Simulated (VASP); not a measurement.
Wanted: the native input for a VASP 6.6.1 run.

| Quantity | Value |
| --- | --- |
| Task | single point |
| Functional | PBE |
| Potentials or basis | VASP PAW PBE potentials, release 64 (C) |
| Cutoff | 520 eV |
| k mesh | 12 × 12 × 12 |
| Occupations | fermi-dirac, width 0.02 eV |
| Spin | no spin polarisation |
| Dipole correction | no |
| Further INCAR settings | ALGO = Normal; EDIFF = 1e-06; NBANDS = 11 |

The structure of C lies in POSCAR:

```
C
1.0
    0.0000000000      1.7801241434      1.6911179363
    1.7801241434      0.0000000000      1.6911179363
    1.7801241434      1.7801241434      0.0000000000
C
2
Direct
    0.0000000000      0.0000000000      0.0000000000
    0.2500000000      0.2500000000      0.2500000000
```

The cell was built by a generator and needn't be a form met in nature.

The cell isn't the ideal one: uniaxial_z strain -5.0%.

One way to write it, as run:

INCAR

```
SYSTEM = C
PREC = Accurate
ENCUT = 520
EDIFF = 1E-6
ISMEAR = -1
SIGMA = 0.02
LREAL = .FALSE.
LASPH = .TRUE.
NELM = 80
ALGO = Normal
ISIF = 2
LWAVE = .FALSE.
LCHARG = .FALSE.
GGA = PE
NBANDS = 11
```

KPOINTS

```
regular mesh
0
G
  12 12 12
  0 0 0
```

Potentials or basis: VASP PAW PBE potentials, release 64 (C).

Run with:

```bash
$ cat potpaw_PBE.64/C/POTCAR > POTCAR
$ mpirun -np 1 vasp_std > vasp.out
```

It gave:

The pressure is 30.4 GPa and the band gap on the k mesh is 2.97 eV, indirect (least direct gap 4.83 eV).

Caveat: so large a pressure means that the cell lies far from this level's equilibrium, or that cutoff or potentials fall short.

It took 16 s on 1 thread of Intel(R) Xeon(R) Platinum 8488C (Sapphire Rapids), on a shared host, peak memory 0.13 GiB.
